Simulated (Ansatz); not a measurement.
BaS: do energies and stresses tell the same story?

All numbers below come from Ansatz 0.2.0, DFT r2SCAN, scalar-relativistic, plane waves, PAW.

Cutoff 500 eV; k points 6×6×6 on the computed 2-atom cell (Γ-centred); Gaussian smearing, width 0.02 eV; no spin polarisation.

Relaxed cell: Fm-3m, a = 6.425 Å, b = 6.425 Å, c = 6.425 Å, α = 90.00°, β = 90.00°, γ = 90.00°, 2 atoms in the primitive cell.

Energies at zero smearing and pressures from the stress tensor, at volumes with shape and atoms relaxed:
| V (Å³/atom) | E − E(first) (meV/atom) | P (GPa) |
| --- | --- | --- |
| 31.171 | 0.00 | 3.15 |
| 32.166 | -14.10 | 1.44 |
| 33.160 | -18.43 | -0.01 |
| 34.155 | -14.45 | -1.24 |
| 35.150 | -3.42 | -2.29 |

Task: Check P = −dE/dV between neighbouring volumes, and get the bulk modulus from the pressures alone.

Result: With 1 eV/Å³ = 160.2 GPa:
```csv
middle V (Å³/atom),−ΔE/ΔV (GPa),mean P (GPa)
31.668,2.272,2.295
32.663,0.697,0.716
33.658,-0.641,-0.624
34.653,-1.777,-1.763
```

The two differ by 0.02 GPa at most. The mean of two end pressures misses the average over a step by about ΔV² P″/12, up to 0.02 GPa here; with that taken off 0.00 GPa remains. Around V = 33.160 Å³/atom, the two neighbours give B = −V ΔP/ΔV = 33.160 × 2.68 / 1.990 = 44.7 GPa, against B0 = 44.5 GPa from the Birch–Murnaghan fit of the energies.